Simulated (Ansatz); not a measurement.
A plane-wave DFT run in Ansatz 0.2.0 (scalar-relativistic PAW potentials unless the input names others): input and command.

```yaml
crystal:
  lattice:
    - [0.0, 2.1967641574, 2.1967641574]
    - [2.1967641574, 0.0, 2.1967641574]
    - [2.1967641574, 2.1967641574, 0.0]
  atoms:
    - { symbol: Nb, position: [0.0, 0.0, 0.0] }
    - { symbol: C, position: [0.5, 0.5, 0.5] }
basis:
  ecutwfc: "600 eV"
kpoints:
  mp_grid: { grid: [16, 16, 16] }
hamiltonian:
  xc: pbe
scf:
  occupations: { method: gaussian, width: 0.1 }
output:
  forces: true
  eigenvalues: true
  stress: true
```

```bash
ansatz run input.yaml --threads 1 --pin off --max-ram 2560MiB --backend cpu --events-out ev --progress --plain --runs-dir out
```

Abridged log:
```
Pseudopotentials: kind: paw
Pseudopotential: Nb, paw, valence charge 13, recommended cutoff 420 eV (normal)
Pseudopotential: C, paw, valence charge 4, recommended cutoff 420 eV (normal)
Functional definition: PBE
Crystal: 2 atoms, lattice volume = 21.202 Å³
Basis set: ecut = 600 eV, 725 PW (Γ), exchange–correlation on 50×50×50 points (8 copies of the dense FFT grid, shifted against one another)
Bands: 13, of which v1, the nominal top of the filled ones, is band 9 counted from 1 (8 counted from 0)
Symmetry: 48 space group operations
Space group: Fm-3m (ITA 225), of the structure as read, at distance tolerance 2.8e-5 Å
k-points: 145 of 4096
Initial density: superposition of atomic densities (neutral atoms: chi_scale 0, normalization atom), corrected by the library's trained network
Initial wavefunctions: pseudopotential atomic-orbital guess
Functional: x = pbe(κ = 0.804, μ = 0.21951497), c = pbe(β = 0.06672455)
SCF iter   1: F=—  HF=-4804.237414 eV  |F-HF|=—  |Δ(HF+E_count)|=         —  Δρ=3.69e-3  dr2=3.42e-3  ethr=1.77e-3  ⟨swp⟩=5.0  Hψ=10115  notcnv=0
SCF iter   2: F=—  HF=-4804.236925 eV  |F-HF|=—  |Δ(HF+E_count)|=   4.89e-4  Δρ=2.65e-3  dr2=1.88e-3  ethr=2.01e-5  ⟨swp⟩=1.2  Hψ=3123  notcnv=0
SCF iter   3: F=—  HF=-4804.236580 eV  |F-HF|=—  |Δ(HF+E_count)|=   3.45e-4  Δρ=3.90e-4  dr2=4.17e-5  ethr=1.11e-5  ⟨swp⟩=2.1  Hψ=2183  notcnv=0
SCF iter   4: F=—  HF=-4804.236567 eV  |F-HF|=—  |Δ(HF+E_count)|=   1.25e-5  Δρ=6.77e-5  dr2=5.09e-7  ethr=2.45e-7  ⟨swp⟩=2.7  Hψ=2985  notcnv=0
SCF iter   5: F=-4804.236568 eV  HF=-4804.236567 eV  |F-HF|=1.79e-8  |Δ(HF+E_count)|=   1.36e-7  Δρ=2.04e-5  dr2=3.73e-8  ethr=2.99e-9  ⟨swp⟩=2.6  Hψ=2910  notcnv=0
SCF iter   6: F=-4804.236568 eV  HF=-4804.236568 eV  |F-HF|=2.27e-10  |Δ(HF+E_count)|=   3.35e-8  Δρ=1.52e-6  dr2=3.57e-10  ethr=2.19e-10  ⟨swp⟩=3.2  Hψ=6900  notcnv=0
SCF 1 converged in 6 iterations: F = -4804.236568 eV  dr2 = 3.57e-10
SCF converged after 6 iterations
Free energy (F): -4804.236568 eV
Harris-Foulkes:  -4804.236568 eV  (|F-HF|=2.27e-10)
Internal energy: -4804.233151 eV  (E = F + TS)
E sigma→0 (E₀):  -4804.234859 eV
Entropy (-TS):   -0.003417 eV (-1.708 meV/atom)
Fermi energy:    19.877733 eV
--- Forces (eV/Å), atoms counted from 1 ---
  atom   1  Nb     0.00000000     0.00000000     0.00000000
  atom   2  C      0.00000000     0.00000000     0.00000000
--- Stress (GPa, compression-positive) ---
       21.115205       0.000000       0.000000
        0.000000      21.115205       0.000000
        0.000000       0.000000      21.115205
  P = ⅓ Tr σ = 21.1152 GPa (211.152 kbar)
```

Apart from outputs and empty bands, the input differs from a reference run on usual settings in basis.ecutwfc: 420 → "600 eV". The reference, at the same geometry (not necessarily relaxed), gave pressure 21.16 GPa, largest force 0.000 eV/Å, no gap on the mesh. This run converged in 6 SCF iterations (reference: 6) with an energy at zero smearing 1.77 meV/atom below the reference's, pressure 21.12 GPa, largest force 0.000 eV/Å, no gap on the mesh.

The run took 3.6 s on 1 thread of Arm Neoverse V1, with other jobs on the host, peak memory 0.34 GiB.